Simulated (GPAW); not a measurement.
# Does Al15CoN16 (AlN32 Co1) carry moments in GPAW?, part 2 of 2

Wanted: the moments of Al15CoN16 (AlN32 Co1) and the energy gained by spin polarisation.

GPAW 26.7.0; PBE; plane waves with GPAW's PAW setups, scalar-relativistic.

So far. Step 2 (Run 1 (ferro +)): After 37 cycles the largest moment stands at 2.61 μB.

### 3. Order 2, typed as no spin polarisation

Without spin polarisation no moment can form, so the difference from the other runs is what forming moments gains.

nospin.py

```python
import json
import numpy as np
from ase import Atoms
from ase.parallel import paropen, parprint
from gpaw import GPAW

atoms = Atoms(['Co', 'N', 'Al', 'N', 'Al', 'N', 'Al', 'N', 'Al', 'N', 'Al', 'N', 'Al', 'N', 'Al', 'N', 'Al', 'N', 'Al', 'N', 'Al', 'N', 'Al', 'N', 'Al', 'N', 'Al', 'N', 'Al', 'N', 'Al', 'N'],
    cell=[[6.224, 0.0, 0.0],
         [-3.112, 5.390142, 0.0],
         [0.0, 0.0, 9.964]],
    scaled_positions=[[0.0, 0.0, 0.0],
         [0.166667, 0.333333, 0.059],
         [0.166667, 0.333333, 0.25],
         [0.0, 0.0, 0.309],
         [0.0, 0.0, 0.5],
         [0.166667, 0.333333, 0.559],
         [0.166667, 0.333333, 0.75],
         [0.0, 0.0, 0.809],
         [0.0, 0.5, 0.0],
         [0.166667, 0.833333, 0.059],
         [0.166667, 0.833333, 0.25],
         [0.0, 0.5, 0.309],
         [0.0, 0.5, 0.5],
         [0.166667, 0.833333, 0.559],
         [0.166667, 0.833333, 0.75],
         [0.0, 0.5, 0.809],
         [0.5, 0.0, 0.0],
         [0.666667, 0.333333, 0.059],
         [0.666667, 0.333333, 0.25],
         [0.5, 0.0, 0.309],
         [0.5, 0.0, 0.5],
         [0.666667, 0.333333, 0.559],
         [0.666667, 0.333333, 0.75],
         [0.5, 0.0, 0.809],
         [0.5, 0.5, 0.0],
         [0.666667, 0.833333, 0.059],
         [0.666667, 0.833333, 0.25],
         [0.5, 0.5, 0.309],
         [0.5, 0.5, 0.5],
         [0.666667, 0.833333, 0.559],
         [0.666667, 0.833333, 0.75],
         [0.5, 0.5, 0.809]],
    pbc=True)
atoms.calc = GPAW(mode={'name': 'pw', 'ecut': 600},
    xc='PBE',
    kpts={'size': (5, 5, 3), 'gamma': True},
    occupations={'name': 'fermi-dirac', 'width': 0.05},
    convergence={'density': 1e-05, 'energy': 1e-05},
    maxiter=200,
    mixer={'name': 'pulay', 'beta': 0.05, 'nmaxold': 6, 'weight': 50},
    symmetry={'tolerance': 1e-4},
    txt='nospin.txt')
e = atoms.get_potential_energy(force_consistent=True)
res = {'free_energy': e, 'energy_sigma0': atoms.get_potential_energy(), 'fermi_energy': atoms.calc.get_fermi_level()}
parprint(f'free energy: {e:.6f} eV')
atoms.calc.write('nospin.gpw')
with paropen('results.json', 'w') as f:
    json.dump(res, f)
```

Launch:

```console
$ OMP_NUM_THREADS=1 mpirun -n 4 gpaw python nospin.py > nospin.log
```

Log:

```text
free energy: -234.051956 eV

--- nospin.txt ---
Input parameters:
  mode=PW(ecut=600),
  convergence={'density': 1e-05, 'energy': 1e-05},
  kpts=MonkhorstPack(size=(5, 5, 3), gamma=True),
  maxiter=200,
  mixer=Pulay(name='pulay', nmaxold=6, beta=0.05, weight=50, sigma=0.015, g_ss=None),
  occupations=Occupations(name='fermi-dirac', width=0.05),
  symmetry=Symmetry(tolerance=0.0001),
  xc=XC(name='PBE')

Diagonalizing LCAO Hamiltonian
Converting LCAO to pw mode

          Al     Al
         N      N
           NAl    NAl
          N      N
            N      N
         Al     Al
           Al     Al
         NAl    NAl
            Al     Al
          NN     NN

         Al N   Al N
           Co     Al

Atoms  # Å, Bohr magnetons
|    | symbol |         x |        y |        z |    initial magnetic moments |
|----|--------|-----------|----------|----------|-----------------------------|
|  0 |     Co |  0.000000 | 0.000000 | 0.000000 | ( 0.0000,  0.0000,  0.0000) |
|  1 |      N |  0.000003 | 1.796712 | 0.587876 | ( 0.0000,  0.0000,  0.0000) |
|  2 |     Al |  0.000003 | 1.796712 | 2.491000 | ( 0.0000,  0.0000,  0.0000) |
|  3 |      N |  0.000000 | 0.000000 | 3.078876 | ( 0.0000,  0.0000,  0.0000) |
|  4 |     Al |  0.000000 | 0.000000 | 4.982000 | ( 0.0000,  0.0000,  0.0000) |
|  5 |      N |  0.000003 | 1.796712 | 5.569876 | ( 0.0000,  0.0000,  0.0000) |
|  6 |     Al |  0.000003 | 1.796712 | 7.473000 | ( 0.0000,  0.0000,  0.0000) |
|  7 |      N |  0.000000 | 0.000000 | 8.060876 | ( 0.0000,  0.0000,  0.0000) |
|  8 |     Al | -1.556000 | 2.695071 | 0.000000 | ( 0.0000,  0.0000,  0.0000) |
|  9 |      N | -1.555997 | 4.491783 | 0.587876 | ( 0.0000,  0.0000,  0.0000) |
| 10 |     Al | -1.555997 | 4.491783 | 2.491000 | ( 0.0000,  0.0000,  0.0000) |
| 11 |      N | -1.556000 | 2.695071 | 3.078876 | ( 0.0000,  0.0000,  0.0000) |
| 12 |     Al | -1.556000 | 2.695071 | 4.982000 | ( 0.0000,  0.0000,  0.0000) |
| 13 |      N | -1.555997 | 4.491783 | 5.569876 | ( 0.0000,  0.0000,  0.0000) |
| 14 |     Al | -1.555997 | 4.491783 | 7.473000 | ( 0.0000,  0.0000,  0.0000) |
| 15 |      N | -1.556000 | 2.695071 | 8.060876 | ( 0.0000,  0.0000,  0.0000) |
| 16 |     Al |  3.112000 | 0.000000 | 0.000000 | ( 0.0000,  0.0000,  0.0000) |
| 17 |      N |  3.112003 | 1.796712 | 0.587876 | ( 0.0000,  0.0000,  0.0000) |
| 18 |     Al |  3.112003 | 1.796712 | 2.491000 | ( 0.0000,  0.0000,  0.0000) |
| 19 |      N |  3.112000 | 0.000000 | 3.078876 | ( 0.0000,  0.0000,  0.0000) |
| 20 |     Al |  3.112000 | 0.000000 | 4.982000 | ( 0.0000,  0.0000,  0.0000) |
| 21 |      N |  3.112003 | 1.796712 | 5.569876 | ( 0.0000,  0.0000,  0.0000) |
| 22 |     Al |  3.112003 | 1.796712 | 7.473000 | ( 0.0000,  0.0000,  0.0000) |
| 23 |      N |  3.112000 | 0.000000 | 8.060876 | ( 0.0000,  0.0000,  0.0000) |
| 24 |     Al |  1.556000 | 2.695071 | 0.000000 | ( 0.0000,  0.0000,  0.0000) |
| 25 |      N |  1.556003 | 4.491783 | 0.587876 | ( 0.0000,  0.0000,  0.0000) |
| 26 |     Al |  1.556003 | 4.491783 | 2.491000 | ( 0.0000,  0.0000,  0.0000) |
| 27 |      N |  1.556000 | 2.695071 | 3.078876 | ( 0.0000,  0.0000,  0.0000) |
| 28 |     Al |  1.556000 | 2.695071 | 4.982000 | ( 0.0000,  0.0000,  0.0000) |
| 29 |      N |  1.556003 | 4.491783 | 5.569876 | ( 0.0000,  0.0000,  0.0000) |
| 30 |     Al |  1.556003 | 4.491783 | 7.473000 | ( 0.0000,  0.0000,  0.0000) |
| 31 |      N |  1.556000 | 2.695071 | 8.060876 | ( 0.0000,  0.0000,  0.0000) |

Unit cell  # Å
| periodic |         x |        y |        z |  lengths |     angles |
|----------|-----------|----------|----------|----------|------------|
|      yes |  6.224000 | 0.000000 | 0.000000 | 6.224000 |  90.000000 |
|      yes | -3.112000 | 5.390142 | 0.000000 | 6.224000 |  90.000000 |
|      yes |  0.000000 | 0.000000 | 9.964000 | 9.964000 | 120.000001 |

Number of symmetries: 6

BZ-sampling:
  Number of BZ points: 75
  Number of IBZ points: 12

  Monkhorst-Pack size: [5, 5, 3]
  Monkhorst-Pack shift: [0, 0, 0]

Plane wave coefficients: 11235
Cutoff: 600.0 eV

Spin-components: 1 (collinear spins)
Bands:           85
Projectors:      161
Spin-degeneracy: 2
Datatype:        complex128

Parallelization:
  kpt:    4
  domain: 1
  band:   1

Density:
  Valence electrons: 134.0
  Components: 1
  Grid points: [36 36 60]
  Charge: 0.0  # |e|

Potential:
  Grid points: [36 36 60]

[... setups left out ...]
Reference energy: -160661.602947  # eV

eigensolver:
  PPCG
  Converge bands: occupied
  niter=2

density mixing:
  Pulay-Mixer
  Linear mixing parameters: 0.05
  Old densities: 6
  Fourier metric: weight=50, sigma=0.015

occupation numbers:
  Fermi-Dirac:
    width: 0.0500  # eV

poisson solver:
  ecut: 4800.0  # eV

xc functional:
  name: PBE with 2 nearest neighbor stencil

convergence criteria:
- Maximum integral of absolute [dens]ity change: 1e-05 electrons / valence electron
- Maximum [total energy] change in last 3 cyles: 1e-05 eV / valence electron
- Maximum integral of absolute [eigenst]ate change: 4e-08 eV^2 / valence electron
maximum number of iterations: 200

SCF iterations
|iter     |      energy | eigst |  dens |
|---------|-------------|-------|-------|
|iter:   1|       0s | -264.059344 | -0.01 |       |
|iter:   2|       6s | -256.106137 | -1.15 | -0.58 |
|iter:   3|      12s | -235.338108 | -0.02 | -0.63 |
|iter:   4|      18s | -239.258015 | -1.22 | -1.03 |
|iter:   5|      24s | -236.353239 | -0.53 | -1.00 |
|iter:   6|      30s | -235.207081 | -1.60 | -1.18 |
|iter:   7|      36s | -234.620529 | -2.33 | -1.21 |
|iter:   8|      42s | -234.115652 | -1.27 | -1.29 |
|iter:   9|      48s | -234.108581 | -1.94 | -1.92 |
|iter:  10|      54s | -234.030082 | -2.52 | -2.08 |
|iter:  11|      60s | -234.026424 | -3.20 | -2.38 |
|iter:  12|      66s | -234.025617 | -3.75 | -2.46 |
|iter:  13|      72s | -234.024992 | -4.08 | -2.62 |
|iter:  14|      78s | -234.024991c| -5.38 | -2.78 |
|iter:  15|      84s | -234.025225c| -4.62 | -2.81 |
|iter:  16|      90s | -234.025153c| -5.94 | -2.98 |
|iter:  17|      96s | -234.025046c| -5.41 | -2.99 |
|iter:  18|     102s | -234.025030c| -5.58 | -3.04 |
|iter:  19|     108s | -234.024894c| -5.31 | -3.19 |
|iter:  20|     113s | -234.024889c| -6.02 | -3.45 |
|iter:  21|     119s | -234.024900c| -6.38 | -3.85 |
|iter:  22|     126s | -234.024900c| -7.45c| -4.13 |
|iter:  23|     135s | -234.024899c| -7.24 | -4.18 |
|iter:  24|     140s | -234.024898c| -7.73c| -4.33 |
|iter:  25|     148s | -234.024898c| -7.72c| -4.37 |
|iter:  26|     153s | -234.024898c| -8.50c| -4.69 |
|iter:  27|     158s | -234.024899c| -7.79c| -4.69 |
|iter:  28|     162s | -234.024899c| -8.54c| -4.85 |
|iter:  29|     167s | -234.024899c| -8.57c| -4.97 |
|iter:  30|     170s | -234.024898c| -8.66c| -5.04c|

Converged in 30 steps
Energy contributions relative to reference atoms: (reference = -160661.602947)

Energy contributions:
  Kinetic:         263.068320
  Coulomb:        -222.663805
  Zero:             -0.332013
  External:          0.000000
  Xc:             -274.070341
  Entropy:          -0.054116
  Spinorbit:         0.000000
  ----------------------------
  Free energy:    -234.051956
  Extrapolated:   -234.024898

dipole moment: (-71.091688, -86.314007, -92.179567)  # |e|*Ang

Fermi level: 8.127
Eigenvalues  # (at kpt = [0.000, 0.000, 0.000])
| band index |      eig [eV] | occ [0-2] |
|------------|---------------|-----------|
|          0 |        -9.023 |     2.000 |
|        ... |               |           |
|         59 |         5.611 |     2.000 |
|         60 |         5.611 |     2.000 |
|         61 |         5.863 |     2.000 |
|         62 |         5.863 |     2.000 |
|         63 |         5.924 |     2.000 |
|         64 |         7.238 |     2.000 |
|         65 |         7.238 |     2.000 |
|         66 |         8.121 |     1.059 |
|         67 |         8.504 |     0.001 |
|         68 |         8.505 |     0.001 |
|         69 |        10.404 |     0.000 |
|         70 |        11.499 |     0.000 |
|         71 |        11.499 |     0.000 |
|         72 |        11.556 |     0.000 |
|         73 |        11.613 |     0.000 |
|         74 |        11.636 |     0.000 |
|        ... |               |           |
|         84 |        13.087 |     0.000 |

Gap: 0.098 eV
Transition (v -> c):
  (s=0, k=0, n=66, [0.00, 0.00, 0.00]) -> (s=0, k=10, n=67, [0.40, 0.40, 0.00])
Direct/indirect transitions are different
Direct gap: 0.151 eV
Transition at: (s=0, k=3, n=66, [0.20, 0.00, 0.00])
```

The job ended after 3.1 min (4 MPI ranks of Intel Xeon at 2.80GHz (Skylake/Cascade Lake), shared host; peak memory 1.8 GiB; 12 min of CPU time).

Read from the output:

- final state: non-magnetic (no spin polarisation)

It lies 461 meV a seeded atom over the first start.

### 4. Ranking

Energies are divided by the number of seeded atoms, so that cells of unlike size compare.

Orders:

| start | final state | typed order kept | energy over the lowest (meV a seeded atom) | largest site moment (μB) | net moment (μB a primitive cell) | mesh matched | CPU time (s) |
| --- | --- | --- | --- | --- | --- | --- | --- |
| ferro + | ferromagnetic | yes | 0 | 2.612 | 3.958 | yes | 1709 |
| no spin polarisation | non-magnetic | - | 460.8 | 0 | 0 | yes | 746.6 |

### 5. What came out

```
lower run                          : with moments
largest site moment                : 2.61 μB
energy gained by spin polarisation : 461 meV a seeded atom
```

What this shows: The crystal holds moments, up to 2.61 μB, and gains 461 meV a seeded atom by them. No antiferromagnetic order was tried, so the session says nothing on how the moments order.

[Long decimals in the printed logs are rounded to 6 places.]

[Logs and program files are shortened in this print: banners, set-up blocks, solver, clock and traceback lines can be left out without a mark of their own.]

[Logs are printed without paths, hosts, clocks, repeated set-up lines and the standing remarks that a program may print on its own settings, such as how far it seeks lower states.]

[Hosts, paths, dates, database ids (printed as entryN), source tags and the programs' standing remarks are cut or masked in the printed files.]

[Where the starting crystal was built by hand or by swapping elements, it need not be the compound's stable phase.]

[Where a cell is said to come from a database of computed structures, the database is the Materials Project.]

[Runs that the program refused, that were killed for memory or that had too few empty states are not shown or counted.]

[Lattice constants of own cells that a recipe calls measured were typed without a cited source.]
